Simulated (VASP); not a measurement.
# KCl: optical spectrum of independent particles, by functional

KCl, Fm-3m (no. 225), 2 atoms in the cell.

| Functional | ε at zero frequency, electronic | Mean energy of the absorption, weighted by Im ε (eV) | Refractive index at 633 nm | Refractive index at 1064 nm | Direct gap on the mesh (eV) | Time (s) |
|---|---|---|---|---|---|---|
| PBE | 2.55 | 11.62 | 1.62 | 1.60 | 5.19 | 9.5 |
| LDA | 2.66 | 11.40 | 1.66 | 1.64 | 4.75 | 7.8 |
| PBEsol | 2.59 | 11.53 | 1.63 | 1.62 | 5.02 | 8.9 |
| r2SCAN | 2.41 | 12.10 | 1.57 | 1.56 | 5.83 | 52 |
| SCAN | 2.41 | 12.08 | 1.57 | 1.56 | 5.78 | 48 |

Limits: The pull between electron and hole is left out; the onset follows the functional's gap, which semilocal functionals usually make too small.

## Input of the first row

INCAR:
```
PREC = Accurate ; ENCUT = 300
ISMEAR = 0 ; SIGMA = 0.02
EDIFF = 1E-7 ; LASPH = T
KPAR = 4 ; LWAVE = T
LCHARG = F ; LOPTICS = T
ALGO = Normal ; NBANDS = 24
NEDOS = 2000 ; CSHIFT = 0.1
GGA = PE
```

KPOINTS:
```
k-points
0
Gamma
  12 12 12
```

POSCAR:
```
KCl
1.0
    0.0000000000      3.1464700000      3.1464700000
    3.1464700000      0.0000000000      3.1464700000
    3.1464700000      3.1464700000      0.0000000000
K Cl
1 1
Direct
    0.0000000000      0.0000000000      0.0000000000
    0.5000000000      0.5000000000      0.5000000000
```

Commands:
```
cat potpaw_PBE.64/K_sv/POTCAR potpaw_PBE.64/Cl/POTCAR > POTCAR
mpirun -np 4 vasp_std > vasp.out
```

Changes of the last row against the first:
```
- GGA = PE
+ METAGGA = SCAN
+ LMIXTAU = True
```

VASP 6.6.1 took 9.5 s on 4 cores (Intel Xeon 6975P-C (Granite Rapids)), a shared host.
